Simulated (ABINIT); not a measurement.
## SiC (Moissanite): G0W0 in ABINIT against the exchange cutoff

Aim: move the exchange cutoff of a G0W0 run on SiC (Moissanite) over a wide range.

Calculated with ABINIT 10.8.3; PBE and many-body steps on it, plane waves.

## (1) The structure

The structure is hexagonal, space group P6_3mc (No. 186). Conventional cell: a = 3.076 Å, b = 3.076 Å, c = 5.048 Å, α = 90.00°, β = 90.00°, γ = 120.00°. Si has 4 C at 1.87 to 1.94 Å nearest. Nearest to C lie 4 Si at 1.87 to 1.94 Å. Farther neighbours are not listed.

The cell and positions come from the Crystallography Open Database and are kept as given unless a step says otherwise.

## (2) Screening, 6×6×4 mesh, 75 bands, screening to 163.3 eV

This step: ABINIT 10.8.3; RPA screening on PBE, plane waves, norm-conserving pseudopotentials.

The RPA dielectric matrix is built and inverted for each q.

Contents of run.abi:

```
acell 3*1.0 Angstrom
rprim 
  3.075999999976 0.000000000005 0.000000000000
  -1.537999999993 2.663894142018 0.000000000000
  0.000000000000 0.000000000000 5.048000000000
ntypat 2
znucl 14 6
natom 4
typat 1 1 2 2
xred 
  0.333333333333 0.666666666667 0.000000000000
  0.666666666667 0.333333333333 0.500000000000
  0.333333333333 0.666666666667 0.385000000000
  0.666666666667 0.333333333333 0.885000000000
pp_dirpath "pseudos"
pseudos "Si.upf, C.upf"
ecut 37
ngkpt 6 6 4
nshiftk 1
shiftk 0 0 0
kptopt 1
chksymbreak 0
istwfk *1
occopt 1
irdwfk 1
optdriver 3
nband 75
ecuteps 6
inclvkb 2
awtr 1
symchi 1
indata_prefix "in"
outdata_prefix "out"
tmpdata_prefix "tmp"
```

Run with:

```sh
$ OMP_NUM_THREADS=1 mpirun -n 4 abinit run.abi > log
```

The log of the run:

```text
.Version 10.8.3 of ABINIT. v10.8.2 released Aug 2026.

 Symmetries : space group P6_3 m c (#186); Bravais hP (primitive hexag.)
[... echo of the input left out ...]
== DATASET  1 ==================================================================
-   mpi_nproc: 4, omp_nthreads: 1 (-1 if OMP is not activated)

--- !DatasetInfo
iteration_state: {dtset: 1, }
dimensions: {natom: 4, nkpt: 21, mband: 75, nsppol: 1, nspinor: 1, nspden: 1, mpw: 3018, }
cutoff_energies: {ecut:  37.0, pawecutdg:  -1.0, }
electrons: {nelect:   1.60000000E+01, charge:   0.00000000E+00, occopt:   1.00000000E+00, tsmear:   1.00000000E-02, }

 SCREENING: Calculation of the susceptibility and dielectric matrices

 Based on a program developped by R.W. Godby, V. Olevano, G. Onida, and L. Reining.
 Incorporated in ABINIT by V. Olevano, G.-M. Rignanese, and M. Torrent.
.Using double precision arithmetic ; gwpc =  8

[... cell and pseudopotentials left out ...]
--------------------------------------------------------------------------------

 ==== K-mesh for the wavefunctions ====
 Number of points in the irreducible wedge :    21
[... list of points left out ...]
 Together with 12 symmetry operations and time-reversal symmetry
 yields   144 points in the full Brillouin Zone.

 ==== Q-mesh for the screening function ====
 Number of points in the irreducible wedge :    21
[... list of points left out ...]
 Together with 12 symmetry operations and time-reversal symmetry
 yields   144 points in the full Brillouin Zone.

 setmesh: FFT mesh size selected  =    20x   20x   40
          total number of points  =        16000

 vcoul_init : cutoff-mode = AUXILIARY_FUNCTION
 q-points for optical limit:   1
     1)      0.000010    0.000020    0.000030

- screening: taking advantage of time-reversal symmetry
- Maximum band index for partially occupied states nbvw = 8
- Remaining bands to be divided among processors   nbcw = 67
- Number of bands treated by each node ~16

 Number of electrons calculated from density =   16.0000; Expected =   16.0000
 average of density, n =  0.057319
 r_s =    1.6089
 omega_plasma =   23.0944 [eV]

 calculating chi0 at frequencies [eV] :
  1    0.000000E+00    0.000000E+00
  2    0.000000E+00    2.309436E+01

--------------------------------------------------------------------------------
  q-point number  1        q = ( 0.000000, 0.000000, 0.000000) [r.l.u.]
--------------------------------------------------------------------------------
[... chi0 elements left out ...]
 For q-point:  0.000010 0.000020 0.000030
  dielectric constant =   6.8383
  dielectric constant without local fields =   7.4924

  Average fulfillment of the sum rule on Im[epsilon] for q-point    1 :     77.21  [%]
[... wings left out ...]
  q-point number  2        q = ( 0.166667, 0.000000, 0.000000) [r.l.u.]
--------------------------------------------------------------------------------
[... chi0 elements left out ...]
  Average fulfillment of the sum rule on Im[epsilon] for q-point    2 :     88.04  [%]

 [... 19 further q-points ...]
```

Wall time 68 s (4 MPI ranks of Arm Neoverse V1, shared host); peak memory 0.92 GiB; 4.5 min of CPU time.

Numbers from this step:

```yaml
eps_infinity_with_local_fields_on_this_mesh_along_the_program_s_q_direction: 6.838
the_same_without_local_fields: 7.492
plasma_frequency: 23.09 eV
plane_waves_in_the_screening_matrix: 197
```

Local fields lower ε∞ by 9 %.

## (3) 3.7 Ha

This step: G0W0 on PBE, plane waves, norm-conserving pseudopotentials.

run.abi, as its differences from that of step 2:

```diff
@@ -25,8 +25,19 @@
 irdwfk 1
-optdriver 3
+optdriver 4
 nband 75
+gwcalctyp 0
+ecutsigx 3.7
+symsigma 1
+nkptgw 3
+kptgw 
+  0.0000000000 0.0000000000 0.0000000000
+  0.3333333333 0.3333333333 0.0000000000
+  0.5000000000 0.0000000000 0.0000000000
+bdgw 
+  6 10
+  7 10
+  7 10
 ecuteps 6
-inclvkb 2
-awtr 1
-symchi 1
+irdscr 1
+ppmodel 1
 indata_prefix "in"
```

The log of the run:

```text
.Version 10.8.3 of ABINIT. v10.8.2 released Aug 2026.

 Symmetries : space group P6_3 m c (#186); Bravais hP (primitive hexag.)
[... echo of the input left out ...]
== DATASET  1 ==================================================================
-   mpi_nproc: 4, omp_nthreads: 1 (-1 if OMP is not activated)

--- !DatasetInfo
iteration_state: {dtset: 1, }
dimensions: {natom: 4, nkpt: 21, mband: 75, nsppol: 1, nspinor: 1, nspden: 1, mpw: 3018, }
cutoff_energies: {ecut:  37.0, pawecutdg:  -1.0, }
electrons: {nelect:   1.60000000E+01, charge:   0.00000000E+00, occopt:   1.00000000E+00, tsmear:   1.00000000E-02, }

 SIGMA: Calculation of the GW corrections

 Based on a program developped by R.W. Godby, V. Olevano, G. Onida, and L. Reining.
 Incorporated in ABINIT by V. Olevano, G.-M. Rignanese, and M. Torrent.
.Using double precision arithmetic ; gwpc =  8

[... cell and pseudopotentials left out ...]
--------------------------------------------------------------------------------

 ==== K-mesh for the wavefunctions ====
 Number of points in the irreducible wedge :    21
[... list of points left out ...]
 Together with 12 symmetry operations and time-reversal symmetry
 yields   144 points in the full Brillouin Zone.

 ==== Q-mesh for screening function ====
 Number of points in the irreducible wedge :    21
[... list of points left out ...]
 Together with 12 symmetry operations and time-reversal symmetry
 yields   144 points in the full Brillouin Zone.

 vcoul_init : cutoff-mode = AUXILIARY_FUNCTION
 q-points for optical limit:   1
     1)      0.000010    0.000020    0.000030
 setmesh: FFT mesh size selected  =    18x   18x   36
          total number of points  =        11664

 Number of electrons calculated from density =   16.0000; Expected =   16.0000
 average of density, n =  0.057319
 r_s =    1.6089
 omega_plasma =   23.0944 [eV]

 === KS Band Gaps ===
  >>>> For spin  1
   Minimum direct gap =   4.0829 [eV], located at k-point      :   0.5000  0.0000  0.0000
   Fundamental gap    =   2.3294 [eV], Top of valence bands at :   0.0000  0.0000  0.0000
                                       Bottom of conduction at :   0.3333  0.3333  0.0000
 SIGMA fundamental parameters:
 PLASMON POLE MODEL  1
 number of plane-waves for SigmaX                   99
 number of plane-waves for SigmaC and W             99
 number of plane-waves for wavefunctions          2997
 number of bands                                    75
 number of independent spin polarizations            1
 number of spinorial components                      1
 number of k-points in IBZ                          21
 number of q-points in IBZ                          21
 number of symmetry operations                      12
 number of k-points in BZ                          144
 number of q-points in BZ                          144
 number of frequencies for dSigma/dE                 9
 frequency step for dSigma/dE [eV]                0.25
 number of omega for Sigma on real axis              0
 max omega for Sigma on real axis  [eV]           0.00
 zcut for avoiding poles [eV]                     0.10

 EPSILON^-1 parameters (SCR file):
 dimension of the eps^-1 matrix on file            197
 dimension of the eps^-1 matrix used                99
 number of plane-waves for wavefunctions          2997
 number of bands                                    75
 number of q-points in IBZ                          21
 number of frequencies                               2
 number of real frequencies                          1
 number of imag frequencies                          1

 matrix elements of self-energy operator (all in [eV])

 Perturbative Calculation

--- !SelfEnergy_ee
iteration_state: {dtset: 1, }
kpoint     : [   0.000,    0.000,    0.000, ]
spin       : 1
KS_gap     :    4.620
QP_gap     :    5.181
Delta_QP_KS:    0.562
data: !SigmaeeData |
     Band     E0 <VxcDFT>   SigX SigC(E0)      Z dSigC/dE  Sig(E)    E-E0       E
        6   6.864 -15.055 -17.248   2.420   0.796  -0.256 -14.874   0.181   7.045
        7   6.864 -15.055 -17.248   2.420   0.796  -0.256 -14.874   0.181   7.045
        8   7.139 -14.882 -16.819   2.192   0.798  -0.253 -14.678   0.204   7.343
        9  11.758 -12.188  -6.849  -4.393   0.809  -0.236 -11.422   0.766  12.524
       10  13.157 -12.746  -6.952  -4.741   0.798  -0.253 -11.906   0.840  13.997

--- !SelfEnergy_ee
iteration_state: {dtset: 1, }
kpoint     : [   0.333,    0.333,    0.000, ]
spin       : 1
KS_gap     :    6.371
QP_gap     :    7.208
Delta_QP_KS:    0.837
data: !SigmaeeData |
     Band     E0 <VxcDFT>   SigX SigC(E0)      Z dSigC/dE  Sig(E)    E-E0       E
        7   3.097 -12.979 -16.649   3.094   0.784  -0.275 -13.431  -0.451   2.646
[...]
--- !SelfEnergy_ee
iteration_state: {dtset: 1, }
kpoint     : [   0.500,    0.000,    0.000, ]
spin       : 1
KS_gap     :    4.083
QP_gap     :    4.647
Delta_QP_KS:    0.564
data: !SigmaeeData |
     Band     E0 <VxcDFT>   SigX SigC(E0)      Z dSigC/dE  Sig(E)    E-E0       E
[...]
8   5.651 -14.535 -17.328   2.699   0.793  -0.261 -14.610  -0.075   5.576
        9   9.734 -10.592  -5.997  -4.001   0.823  -0.215 -10.104   0.489  10.222
       10  11.338 -11.767  -6.703  -4.052   0.812  -0.232 -10.945   0.822  12.160

== END DATASET(S) ==============================================================
================================================================================

 -outvars: echo values of variables after computation  --------
           etotal      0.0000000000E+00
            nband          75
             nkpt          21
          spgroup         186
 [... the other variables as echoed above ...]

 Calculation completed.
```

It took 7.2 s on 4 MPI ranks; peak memory 0.67 GiB; 28 s of CPU time.

This step gave:

- G0W0 gap on the points computed: 2.511 eV
- starting gap on the mesh: 2.329 eV
- k of the valence top: 0, 0, 0
- k of the conduction bottom: 0.3333, 0.3333, 0
- Z at the valence top: 0.798
- Z at the conduction bottom: 0.826
- least direct G0W0 gap on the computed points: 4.646 eV

## (4) 7.4 Ha

run.abi, as its differences from that of step 3:

```diff
@@ -28,3 +28,3 @@
 gwcalctyp 0
-ecutsigx 3.7
+ecutsigx 7.4
 symsigma 1
```

The log of the run:

```text
.Version 10.8.3 of ABINIT. v10.8.2 released Aug 2026.

 Symmetries : space group P6_3 m c (#186); Bravais hP (primitive hexag.)
[... echo of the input left out ...]
== DATASET  1 ==================================================================
-   mpi_nproc: 4, omp_nthreads: 1 (-1 if OMP is not activated)

--- !DatasetInfo
iteration_state: {dtset: 1, }
dimensions: {natom: 4, nkpt: 21, mband: 75, nsppol: 1, nspinor: 1, nspden: 1, mpw: 3018, }
cutoff_energies: {ecut:  37.0, pawecutdg:  -1.0, }
electrons: {nelect:   1.60000000E+01, charge:   0.00000000E+00, occopt:   1.00000000E+00, tsmear:   1.00000000E-02, }

 SIGMA: Calculation of the GW corrections

 Based on a program developped by R.W. Godby, V. Olevano, G. Onida, and L. Reining.
 Incorporated in ABINIT by V. Olevano, G.-M. Rignanese, and M. Torrent.
.Using double precision arithmetic ; gwpc =  8

[... cell and pseudopotentials left out ...]
--------------------------------------------------------------------------------

 ==== K-mesh for the wavefunctions ====
 Number of points in the irreducible wedge :    21
[... list of points left out ...]
 Together with 12 symmetry operations and time-reversal symmetry
 yields   144 points in the full Brillouin Zone.

 ==== Q-mesh for screening function ====
 Number of points in the irreducible wedge :    21
[... list of points left out ...]
 Together with 12 symmetry operations and time-reversal symmetry
 yields   144 points in the full Brillouin Zone.

 vcoul_init : cutoff-mode = AUXILIARY_FUNCTION
 q-points for optical limit:   1
     1)      0.000010    0.000020    0.000030
 setmesh: FFT mesh size selected  =    20x   20x   40
          total number of points  =        16000

 Number of electrons calculated from density =   16.0000; Expected =   16.0000
[...]
number of plane-waves for wavefunctions          2997
 number of bands                                    75
 number of q-points in IBZ                          21
 number of frequencies                               2
 number of real frequencies                          1
 number of imag frequencies                          1

 matrix elements of self-energy operator (all in [eV])

 Perturbative Calculation

--- !SelfEnergy_ee
iteration_state: {dtset: 1, }
kpoint     : [   0.000,    0.000,    0.000, ]
spin       : 1
KS_gap     :    4.620
QP_gap     :    5.357
Delta_QP_KS:    0.737
data: !SigmaeeData |
     Band     E0 <VxcDFT>   SigX SigC(E0)      Z dSigC/dE  Sig(E)    E-E0       E
        6   6.864 -15.055 -17.593   2.353   0.794  -0.259 -15.201  -0.146   6.717
        7   6.864 -15.055 -17.593   2.353   0.794  -0.259 -15.201  -0.146   6.717
        8   7.139 -14.882 -17.171   2.137   0.796  -0.257 -15.003  -0.121   7.018
[...]
--- !SelfEnergy_ee
iteration_state: {dtset: 1, }
kpoint     : [   0.333,    0.333,    0.000, ]
spin       : 1
KS_gap     :    6.371
QP_gap     :    7.331
Delta_QP_KS:    0.960
data: !SigmaeeData |
     Band     E0 <VxcDFT>   SigX SigC(E0)      Z dSigC/dE  Sig(E)    E-E0       E
[...]
--- !SelfEnergy_ee
iteration_state: {dtset: 1, }
kpoint     : [   0.500,    0.000,    0.000, ]
spin       : 1
KS_gap     :    4.083
QP_gap     :    4.860
Delta_QP_KS:    0.777
data: !SigmaeeData |
     Band     E0 <VxcDFT>   SigX SigC(E0)      Z dSigC/dE  Sig(E)    E-E0       E
[...]
9   9.734 -10.592  -6.052  -4.015   0.822  -0.216 -10.160   0.432  10.166
       10  11.338 -11.767  -6.893  -4.072   0.811  -0.233 -11.117   0.651  11.988

== END DATASET(S) ==============================================================
================================================================================

 -outvars: echo values of variables after computation  --------
           etotal      0.0000000000E+00
            nband          75
             nkpt          21
          spgroup         186
 [... the other variables as echoed above ...]

 Calculation completed.
```

Run time: 17 s. Hardware: 4 MPI ranks; peak memory 0.94 GiB; 68 s of CPU time.

This step gave:

```yaml
g0w0_gap_on_the_points_computed: 2.803 eV
starting_gap_on_the_mesh: 2.329 eV
k_of_the_valence_top: 0, 0, 0
k_of_the_conduction_bottom: 0.3333, 0.3333, 0
z_at_the_valence_top: 0.796
z_at_the_conduction_bottom: 0.826
least_direct_g0w0_gap_on_the_computed_points: 4.86 eV
```

(Part 1 of 2 ends here.)

[Paths, hosts, dates, memory and timing lines, banners, echoed tables and standing remarks are left out of the program output.]

[Logs are printed without paths, hosts, clocks, repeated set-up lines and the standing remarks that a program may print on its own settings, such as how far it seeks lower states.]

[Runs of the session that timed out or met a known fault of the program may be left out.]

[Hosts, paths, dates, database ids (printed as entryN), source tags and the programs' standing remarks are cut or masked in the printed files.]

[G0W0 gaps are taken among the corrected bands and points alone; a level outside them can change the order at an edge.]

[Where Ansatz stands beside ABINIT at settings called matched, ABINIT's density can come from a denser mesh and the files from another edition; pairs whose starting gaps differed by over 0.03 eV were left out, so agreement reads better than it is.]
